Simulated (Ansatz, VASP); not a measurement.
# InAs in two plane-wave programs, part 2 of 3

One calculation is typed for both programs; each brings its own data sets. How far apart do they land? The structure shown is the start of the Ansatz relaxation below; VASP solves that cell, so the two are compared at the walk's first step.

VASP 6.6.1 and Ansatz 0.2.0.

So far: Set-up; Ansatz: relaxation, PBEsol.

### 3. VASP: single point, PBEsol, start cell

Level of this step: PBEsol; plane waves and PAW (As, In_d) (VASP).

The same cell, functional, mesh and smearing now go to VASP, with its own data sets.

Lines of VASP's logs that name or quote its potential files are left out, and so is its time.

Input file INCAR:

```
SYSTEM = InAs
PREC = Accurate
ENCUT = 400
EDIFF = 1E-06
NELM = 120
ISMEAR = 0
SIGMA = 0.015
LREAL = .FALSE.
ALGO = Normal
GGA = PS
NBANDS = 15
LORBIT = 11
LWAVE = .FALSE.
LCHARG = .FALSE.
ISIF = 2
ISYM = 2
LASPH = .TRUE.
GGA_COMPAT = .FALSE.
EFERMI = MIDGAP
KPAR = 2
```

Input file POSCAR:

```
InAs
1.0
   -0.0853150000      3.0496610000      3.0496610000
    3.0496610000     -0.0853150000      3.0496610000
    3.0496610000      3.0496610000     -0.0853150000
As In
1 1
Direct
    0.7482485471      0.7482485471      0.7482485471
    0.0017514113      0.0017514113      0.0017514113
```

Input file KPOINTS:

```
Points of the shifted mesh
1728
Reciprocal
 0.0416666667  0.0416666667  0.0416666667 1
 0.0416666667  0.0416666667  0.1250000000 1
 0.0416666667  0.0416666667  0.2083333333 1
 0.0416666667  0.0416666667  0.2916666667 1
 0.0416666667  0.0416666667  0.3750000000 1
 0.0416666667  0.0416666667  0.4583333333 1
 0.0416666667  0.0416666667  0.5416666667 1
 0.0416666667  0.0416666667  0.6250000000 1
 0.0416666667  0.0416666667  0.7083333333 1
 0.0416666667  0.0416666667  0.7916666667 1
 0.0416666667  0.0416666667  0.8750000000 1
 0.0416666667  0.0416666667  0.9583333333 1
 0.0416666667  0.1250000000  0.0416666667 1
 0.0416666667  0.1250000000  0.1250000000 1
 0.0416666667  0.1250000000  0.2083333333 1
 0.0416666667  0.1250000000  0.2916666667 1
 0.0416666667  0.1250000000  0.3750000000 1
 0.0416666667  0.1250000000  0.4583333333 1
 0.0416666667  0.1250000000  0.5416666667 1
 0.0416666667  0.1250000000  0.6250000000 1
 0.0416666667  0.1250000000  0.7083333333 1
 0.0416666667  0.1250000000  0.7916666667 1
 0.0416666667  0.1250000000  0.8750000000 1
 0.0416666667  0.1250000000  0.9583333333 1
 0.0416666667  0.2083333333  0.0416666667 1
 0.0416666667  0.2083333333  0.1250000000 1
 0.0416666667  0.2083333333  0.2083333333 1
 0.0416666667  0.2083333333  0.2916666667 1
 0.0416666667  0.2083333333  0.3750000000 1
 0.0416666667  0.2083333333  0.4583333333 1
 0.0416666667  0.2083333333  0.5416666667 1
 0.0416666667  0.2083333333  0.6250000000 1
 0.0416666667  0.2083333333  0.7083333333 1
 0.0416666667  0.2083333333  0.7916666667 1
 0.0416666667  0.2083333333  0.8750000000 1
 0.0416666667  0.2083333333  0.9583333333 1
 0.0416666667  0.2916666667  0.0416666667 1
 0.0416666667  0.2916666667  0.1250000000 1
 0.0416666667  0.2916666667  0.2083333333 1
 0.0416666667  0.2916666667  0.2916666667 1
 0.0416666667  0.2916666667  0.3750000000 1
 0.0416666667  0.2916666667  0.4583333333 1
 0.0416666667  0.2916666667  0.5416666667 1
 0.0416666667  0.2916666667  0.6250000000 1
 0.0416666667  0.2916666667  0.7083333333 1
 0.0416666667  0.2916666667  0.7916666667 1
 0.0416666667  0.2916666667  0.8750000000 1
 0.0416666667  0.2916666667  0.9583333333 1
 0.0416666667  0.3750000000  0.0416666667 1
 0.0416666667  0.3750000000  0.1250000000 1
 0.0416666667  0.3750000000  0.2083333333 1
 0.0416666667  0.3750000000  0.2916666667 1
 0.0416666667  0.3750000000  0.3750000000 1
 0.0416666667  0.3750000000  0.4583333333 1
 0.0416666667  0.3750000000  0.5416666667 1
 0.0416666667  0.3750000000  0.6250000000 1
 0.0416666667  0.3750000000  0.7083333333 1
 0.0416666667  0.3750000000  0.7916666667 1
 0.0416666667  0.3750000000  0.8750000000 1
 0.0416666667  0.3750000000  0.9583333333 1
 0.0416666667  0.4583333333  0.0416666667 1
 0.0416666667  0.4583333333  0.1250000000 1
 0.0416666667  0.4583333333  0.2083333333 1
 0.0416666667  0.4583333333  0.2916666667 1
 0.0416666667  0.4583333333  0.3750000000 1
 0.0416666667  0.4583333333  0.4583333333 1
 0.0416666667  0.4583333333  0.5416666667 1
 0.0416666667  0.4583333333  0.6250000000 1
 0.0416666667  0.4583333333  0.7083333333 1
 0.0416666667  0.4583333333  0.7916666667 1
 0.0416666667  0.4583333333  0.8750000000 1
 0.0416666667  0.4583333333  0.9583333333 1
 0.0416666667  0.5416666667  0.0416666667 1
 0.0416666667  0.5416666667  0.1250000000 1
 0.0416666667  0.5416666667  0.2083333333 1
 0.0416666667  0.5416666667  0.2916666667 1
 0.0416666667  0.5416666667  0.3750000000 1
 0.0416666667  0.5416666667  0.4583333333 1
 0.0416666667  0.5416666667  0.5416666667 1
 0.0416666667  0.5416666667  0.6250000000 1
 0.0416666667  0.5416666667  0.7083333333 1
 0.0416666667  0.5416666667  0.7916666667 1
 0.0416666667  0.5416666667  0.8750000000 1
 0.0416666667  0.5416666667  0.9583333333 1
 0.0416666667  0.6250000000  0.0416666667 1
 0.0416666667  0.6250000000  0.1250000000 1
 0.0416666667  0.6250000000  0.2083333333 1
 0.0416666667  0.6250000000  0.2916666667 1
 0.0416666667  0.6250000000  0.3750000000 1
 0.0416666667  0.6250000000  0.4583333333 1
 0.0416666667  0.6250000000  0.5416666667 1
 0.0416666667  0.6250000000  0.6250000000 1
 0.0416666667  0.6250000000  0.7083333333 1
 0.0416666667  0.6250000000  0.7916666667 1
 0.0416666667  0.6250000000  0.8750000000 1
 0.0416666667  0.6250000000  0.9583333333 1
 0.0416666667  0.7083333333  0.0416666667 1
 0.0416666667  0.7083333333  0.1250000000 1
 0.0416666667  0.7083333333  0.2083333333 1
 0.0416666667  0.7083333333  0.2916666667 1
 0.0416666667  0.7083333333  0.3750000000 1
 0.0416666667  0.7083333333  0.4583333333 1
 0.0416666667  0.7083333333  0.5416666667 1
 0.0416666667  0.7083333333  0.6250000000 1
 0.0416666667  0.7083333333  0.7083333333 1
 0.0416666667  0.7083333333  0.7916666667 1
 0.0416666667  0.7083333333  0.8750000000 1
 0.0416666667  0.7083333333  0.9583333333 1
 0.0416666667  0.7916666667  0.0416666667 1
 0.0416666667  0.7916666667  0.1250000000 1
 0.0416666667  0.7916666667  0.2083333333 1
 0.0416666667  0.7916666667  0.2916666667 1
[... 1390 lines left out ...]
 0.8750000000  0.4583333333  0.1250000000 1
 0.8750000000  0.4583333333  0.2083333333 1
 0.8750000000  0.4583333333  0.2916666667 1
 0.8750000000  0.4583333333  0.3750000000 1
 0.8750000000  0.4583333333  0.4583333333 1
 0.8750000000  0.4583333333  0.5416666667 1
 0.8750000000  0.4583333333  0.6250000000 1
 0.8750000000  0.4583333333  0.7083333333 1
 0.8750000000  0.4583333333  0.7916666667 1
 0.8750000000  0.4583333333  0.8750000000 1
 0.8750000000  0.4583333333  0.9583333333 1
 0.8750000000  0.5416666667  0.0416666667 1
 0.8750000000  0.5416666667  0.1250000000 1
 0.8750000000  0.5416666667  0.2083333333 1
 0.8750000000  0.5416666667  0.2916666667 1
 0.8750000000  0.5416666667  0.3750000000 1
 0.8750000000  0.5416666667  0.4583333333 1
 0.8750000000  0.5416666667  0.5416666667 1
 0.8750000000  0.5416666667  0.6250000000 1
 0.8750000000  0.5416666667  0.7083333333 1
 0.8750000000  0.5416666667  0.7916666667 1
 0.8750000000  0.5416666667  0.8750000000 1
 0.8750000000  0.5416666667  0.9583333333 1
 0.8750000000  0.6250000000  0.0416666667 1
 0.8750000000  0.6250000000  0.1250000000 1
 0.8750000000  0.6250000000  0.2083333333 1
 0.8750000000  0.6250000000  0.2916666667 1
 0.8750000000  0.6250000000  0.3750000000 1
 0.8750000000  0.6250000000  0.4583333333 1
 0.8750000000  0.6250000000  0.5416666667 1
 0.8750000000  0.6250000000  0.6250000000 1
 0.8750000000  0.6250000000  0.7083333333 1
 0.8750000000  0.6250000000  0.7916666667 1
 0.8750000000  0.6250000000  0.8750000000 1
 0.8750000000  0.6250000000  0.9583333333 1
 0.8750000000  0.7083333333  0.0416666667 1
 0.8750000000  0.7083333333  0.1250000000 1
 0.8750000000  0.7083333333  0.2083333333 1
 0.8750000000  0.7083333333  0.2916666667 1
 0.8750000000  0.7083333333  0.3750000000 1
 0.8750000000  0.7083333333  0.4583333333 1
 0.8750000000  0.7083333333  0.5416666667 1
 0.8750000000  0.7083333333  0.6250000000 1
 0.8750000000  0.7083333333  0.7083333333 1
 0.8750000000  0.7083333333  0.7916666667 1
 0.8750000000  0.7083333333  0.8750000000 1
 0.8750000000  0.7083333333  0.9583333333 1
 0.8750000000  0.7916666667  0.0416666667 1
 0.8750000000  0.7916666667  0.1250000000 1
 0.8750000000  0.7916666667  0.2083333333 1
 0.8750000000  0.7916666667  0.2916666667 1
 0.8750000000  0.7916666667  0.3750000000 1
 0.8750000000  0.7916666667  0.4583333333 1
 0.8750000000  0.7916666667  0.5416666667 1
 0.8750000000  0.7916666667  0.6250000000 1
 0.8750000000  0.7916666667  0.7083333333 1
 0.8750000000  0.7916666667  0.7916666667 1
 0.8750000000  0.7916666667  0.8750000000 1
 0.8750000000  0.7916666667  0.9583333333 1
 0.8750000000  0.8750000000  0.0416666667 1
 0.8750000000  0.8750000000  0.1250000000 1
 0.8750000000  0.8750000000  0.2083333333 1
 0.8750000000  0.8750000000  0.2916666667 1
 0.8750000000  0.8750000000  0.3750000000 1
 0.8750000000  0.8750000000  0.4583333333 1
 0.8750000000  0.8750000000  0.5416666667 1
 0.8750000000  0.8750000000  0.6250000000 1
 0.8750000000  0.8750000000  0.7083333333 1
 0.8750000000  0.8750000000  0.7916666667 1
 0.8750000000  0.8750000000  0.8750000000 1
 0.8750000000  0.8750000000  0.9583333333 1
 0.8750000000  0.9583333333  0.0416666667 1
 0.8750000000  0.9583333333  0.1250000000 1
 0.8750000000  0.9583333333  0.2083333333 1
 0.8750000000  0.9583333333  0.2916666667 1
 0.8750000000  0.9583333333  0.3750000000 1
 0.8750000000  0.9583333333  0.4583333333 1
 0.8750000000  0.9583333333  0.5416666667 1
 0.8750000000  0.9583333333  0.6250000000 1
 0.8750000000  0.9583333333  0.7083333333 1
 0.8750000000  0.9583333333  0.7916666667 1
 0.8750000000  0.9583333333  0.8750000000 1
 0.8750000000  0.9583333333  0.9583333333 1
 0.9583333333  0.0416666667  0.0416666667 1
 0.9583333333  0.0416666667  0.1250000000 1
 0.9583333333  0.0416666667  0.2083333333 1
 0.9583333333  0.0416666667  0.2916666667 1
 0.9583333333  0.0416666667  0.3750000000 1
 0.9583333333  0.0416666667  0.4583333333 1
 0.9583333333  0.0416666667  0.5416666667 1
 0.9583333333  0.0416666667  0.6250000000 1
 0.9583333333  0.0416666667  0.7083333333 1
 0.9583333333  0.0416666667  0.7916666667 1
 0.9583333333  0.0416666667  0.8750000000 1
 0.9583333333  0.0416666667  0.9583333333 1
 0.9583333333  0.1250000000  0.0416666667 1
 0.9583333333  0.1250000000  0.1250000000 1
 0.9583333333  0.1250000000  0.2083333333 1
 0.9583333333  0.1250000000  0.2916666667 1
 0.9583333333  0.1250000000  0.3750000000 1
 0.9583333333  0.1250000000  0.4583333333 1
 0.9583333333  0.1250000000  0.5416666667 1
 0.9583333333  0.1250000000  0.6250000000 1
 0.9583333333  0.1250000000  0.7083333333 1
 0.9583333333  0.1250000000  0.7916666667 1
 0.9583333333  0.1250000000  0.8750000000 1
 0.9583333333  0.1250000000  0.9583333333 1
 0.9583333333  0.2083333333  0.0416666667 1
 0.9583333333  0.2083333333  0.1250000000 1
 0.9583333333  0.2083333333  0.2083333333 1
 0.9583333333  0.2083333333  0.2916666667 1
 0.9583333333  0.2083333333  0.3750000000 1
 0.9583333333  0.2083333333  0.4583333333 1
 0.9583333333  0.2083333333  0.5416666667 1
 0.9583333333  0.2083333333  0.6250000000 1
 0.9583333333  0.2083333333  0.7083333333 1
 0.9583333333  0.2083333333  0.7916666667 1
 0.9583333333  0.2083333333  0.8750000000 1
 0.9583333333  0.2083333333  0.9583333333 1
 0.9583333333  0.2916666667  0.0416666667 1
 0.9583333333  0.2916666667  0.1250000000 1
 0.9583333333  0.2916666667  0.2083333333 1
 0.9583333333  0.2916666667  0.2916666667 1
 0.9583333333  0.2916666667  0.3750000000 1
 0.9583333333  0.2916666667  0.4583333333 1
 0.9583333333  0.2916666667  0.5416666667 1
 0.9583333333  0.2916666667  0.6250000000 1
 0.9583333333  0.2916666667  0.7083333333 1
 0.9583333333  0.2916666667  0.7916666667 1
 0.9583333333  0.2916666667  0.8750000000 1
 0.9583333333  0.2916666667  0.9583333333 1
 0.9583333333  0.3750000000  0.0416666667 1
 0.9583333333  0.3750000000  0.1250000000 1
 0.9583333333  0.3750000000  0.2083333333 1
 0.9583333333  0.3750000000  0.2916666667 1
 0.9583333333  0.3750000000  0.3750000000 1
 0.9583333333  0.3750000000  0.4583333333 1
 0.9583333333  0.3750000000  0.5416666667 1
 0.9583333333  0.3750000000  0.6250000000 1
 0.9583333333  0.3750000000  0.7083333333 1
 0.9583333333  0.3750000000  0.7916666667 1
 0.9583333333  0.3750000000  0.8750000000 1
 0.9583333333  0.3750000000  0.9583333333 1
 0.9583333333  0.4583333333  0.0416666667 1
 0.9583333333  0.4583333333  0.1250000000 1
 0.9583333333  0.4583333333  0.2083333333 1
 0.9583333333  0.4583333333  0.2916666667 1
 0.9583333333  0.4583333333  0.3750000000 1
 0.9583333333  0.4583333333  0.4583333333 1
 0.9583333333  0.4583333333  0.5416666667 1
 0.9583333333  0.4583333333  0.6250000000 1
 0.9583333333  0.4583333333  0.7083333333 1
 0.9583333333  0.4583333333  0.7916666667 1
 0.9583333333  0.4583333333  0.8750000000 1
 0.9583333333  0.4583333333  0.9583333333 1
 0.9583333333  0.5416666667  0.0416666667 1
 0.9583333333  0.5416666667  0.1250000000 1
 0.9583333333  0.5416666667  0.2083333333 1
 0.9583333333  0.5416666667  0.2916666667 1
 0.9583333333  0.5416666667  0.3750000000 1
 0.9583333333  0.5416666667  0.4583333333 1
 0.9583333333  0.5416666667  0.5416666667 1
 0.9583333333  0.5416666667  0.6250000000 1
 0.9583333333  0.5416666667  0.7083333333 1
 0.9583333333  0.5416666667  0.7916666667 1
 0.9583333333  0.5416666667  0.8750000000 1
 0.9583333333  0.5416666667  0.9583333333 1
 0.9583333333  0.6250000000  0.0416666667 1
 0.9583333333  0.6250000000  0.1250000000 1
 0.9583333333  0.6250000000  0.2083333333 1
 0.9583333333  0.6250000000  0.2916666667 1
 0.9583333333  0.6250000000  0.3750000000 1
 0.9583333333  0.6250000000  0.4583333333 1
 0.9583333333  0.6250000000  0.5416666667 1
 0.9583333333  0.6250000000  0.6250000000 1
 0.9583333333  0.6250000000  0.7083333333 1
 0.9583333333  0.6250000000  0.7916666667 1
 0.9583333333  0.6250000000  0.8750000000 1
 0.9583333333  0.6250000000  0.9583333333 1
 0.9583333333  0.7083333333  0.0416666667 1
 0.9583333333  0.7083333333  0.1250000000 1
 0.9583333333  0.7083333333  0.2083333333 1
 0.9583333333  0.7083333333  0.2916666667 1
 0.9583333333  0.7083333333  0.3750000000 1
 0.9583333333  0.7083333333  0.4583333333 1
 0.9583333333  0.7083333333  0.5416666667 1
 0.9583333333  0.7083333333  0.6250000000 1
 0.9583333333  0.7083333333  0.7083333333 1
 0.9583333333  0.7083333333  0.7916666667 1
 0.9583333333  0.7083333333  0.8750000000 1
 0.9583333333  0.7083333333  0.9583333333 1
 0.9583333333  0.7916666667  0.0416666667 1
 0.9583333333  0.7916666667  0.1250000000 1
 0.9583333333  0.7916666667  0.2083333333 1
 0.9583333333  0.7916666667  0.2916666667 1
 0.9583333333  0.7916666667  0.3750000000 1
 0.9583333333  0.7916666667  0.4583333333 1
 0.9583333333  0.7916666667  0.5416666667 1
 0.9583333333  0.7916666667  0.6250000000 1
 0.9583333333  0.7916666667  0.7083333333 1
 0.9583333333  0.7916666667  0.7916666667 1
 0.9583333333  0.7916666667  0.8750000000 1
 0.9583333333  0.7916666667  0.9583333333 1
 0.9583333333  0.8750000000  0.0416666667 1
 0.9583333333  0.8750000000  0.1250000000 1
 0.9583333333  0.8750000000  0.2083333333 1
 0.9583333333  0.8750000000  0.2916666667 1
 0.9583333333  0.8750000000  0.3750000000 1
 0.9583333333  0.8750000000  0.4583333333 1
 0.9583333333  0.8750000000  0.5416666667 1
 0.9583333333  0.8750000000  0.6250000000 1
 0.9583333333  0.8750000000  0.7083333333 1
 0.9583333333  0.8750000000  0.7916666667 1
 0.9583333333  0.8750000000  0.8750000000 1
 0.9583333333  0.8750000000  0.9583333333 1
 0.9583333333  0.9583333333  0.0416666667 1
 0.9583333333  0.9583333333  0.1250000000 1
 0.9583333333  0.9583333333  0.2083333333 1
 0.9583333333  0.9583333333  0.2916666667 1
 0.9583333333  0.9583333333  0.3750000000 1
 0.9583333333  0.9583333333  0.4583333333 1
 0.9583333333  0.9583333333  0.5416666667 1
 0.9583333333  0.9583333333  0.6250000000 1
 0.9583333333  0.9583333333  0.7083333333 1
 0.9583333333  0.9583333333  0.7916666667 1
 0.9583333333  0.9583333333  0.8750000000 1
 0.9583333333  0.9583333333  0.9583333333 1
```

The projector-augmented-wave data sets are As and In_d (PBE family, release 64).

Command:

```
$ mpirun -np 2 vasp_std
```

Output:

```text
[banner, memory and clock lines left out]
running    2 mpi-ranks, on    1 nodes
 distrk:  each k-point on    1 cores,    2 groups
 distr:  one band on    1 cores,    1 groups

 POSCAR found type information on POSCAR AsIn
 POSCAR found :  2 types and       2 ions
|                                                                             |
|               ----> ADVICE to this user running VASP <----                  |
|                                                                             |
|     You enforced a specific xc type in the INCAR file but a different       |
|     [... a line on the potential file left out ...]
|     I HOPE YOU KNOW WHAT YOU ARE DOING!                                     |
|                                                                             |

 LDA part: xc-table for (Slater+PW92), standard interpolation
 POSCAR, INCAR and KPOINTS ok, starting setup
 FFT: planning ... GRIDC
 FFT: planning ... GRID_SOFT
 FFT: planning ... GRID
 WAVECAR not read
 entering main loop
       N       E                     dE             d eps       ncg     rms          rms(c)
DAV:   1     0.103165411471E+03    0.10317E+03   -0.71828E+03 52114   0.105E+03
DAV:   2    -0.173393777390E+01   -0.10490E+03   -0.10115E+03 56397   0.269E+02
DAV:   3    -0.855707136464E+01   -0.68231E+01   -0.67899E+01 66050   0.737E+01
DAV:   4    -0.872640931187E+01   -0.16934E+00   -0.16930E+00 63980   0.133E+01
DAV:   5    -0.873382603954E+01   -0.74167E-02   -0.74166E-02 76932   0.228E+00    0.398E+00
DAV:   6    -0.848481290780E+01    0.24901E+00   -0.39720E-01 81490   0.112E+01    0.217E+00
DAV:   7    -0.845824303043E+01    0.26570E-01   -0.98634E-02 70624   0.303E+00    0.662E-01
DAV:   8    -0.845680929091E+01    0.14337E-02   -0.10985E-02 66566   0.123E+00    0.164E-01
DAV:   9    -0.845707742430E+01   -0.26813E-03   -0.82724E-04 64787   0.279E-01    0.940E-02
DAV:  10    -0.845714085312E+01   -0.63429E-04   -0.10548E-04 79447   0.133E-01    0.553E-02
DAV:  11    -0.845716154668E+01   -0.20694E-04   -0.52517E-05 60639   0.923E-02    0.382E-02
DAV:  12    -0.845716146505E+01    0.81629E-07   -0.45159E-06 58021   0.198E-02
   1 F= -.84571615E+01 E0= -.84571615E+01  d E =-.104640E-57
```

(Part 2 of 3 ends here.)

[Lines on the potential files, build, host, timing and source positions are cut from VASP's logs without a mark.]

[Logs are printed without paths, hosts, clocks, repeated set-up lines and the standing remarks that a program may print on its own settings, such as how far it seeks lower states.]

[Hosts, paths, dates, database ids (printed as entryN), source tags and the programs' standing remarks are cut or masked in the printed files.]
